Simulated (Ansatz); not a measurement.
**SrO: Born charges and dielectric tensor with PBE**

Crystal: SrO.

```
Sr O
1.0
     0.00000    2.56630    2.56630
     2.56630    0.00000    2.56630
     2.56630    2.56630    0.00000
Sr O
1 1
Direct
  0.50000 0.50000 0.50000
  0.00000 0.00000 0.00000
```

| Item | Value |
| --- | --- |
| Program | Ansatz 0.2.0 |
| Task | Born charges and dielectric tensor |
| Functional | PBE |
| Potentials or basis | Ansatz PAW |
| Cutoff | 420 eV (not typed: the program's choice for these potentials) |
| k mesh | 9 × 9 × 9 |
| Occupations | fixed |
| Spin | no spin polarisation |

```yaml
Band_gap_on_the_k_mesh: 3.37 eV, indirect (least direct gap 3.45 eV)
Electronic_dielectric_tensor_diagonal: 3.80
Born_charges_mean_of_the_diagonal: Sr +2.46; O -2.46 e
```

Levels at points of the mesh, in eV from the valence-band top:
```csv
k point,band 6,band 7,band 8,band 9,band 10,band 11
"(0.00, 0.00, 0.00)",0.00,0.00,0.00,4.05,6.27,6.27
```

Electronic dielectric tensor:
```
3.80 0.00 0.00
0.00 3.80 0.00
0.00 0.00 3.80
```

Born effective charge tensors (e):
atom 1, Sr
```
2.46 0.00 0.00
0.00 2.46 0.00
0.00 0.00 2.46
```
atom 2, O
```
-2.46  0.00  0.00
 0.00 -2.46  0.00
 0.00  0.00 -2.46
```

It took 4.3 s on 2 threads of Arm Neoverse V2 (shared host), peak memory 0.34 GiB.

Caveat: odd divisions of the mesh miss points on the zone boundary, where band edges often lie, so the gap on the mesh can be too wide. A hybrid or GW would open this gap; PBE tends to underestimate it.
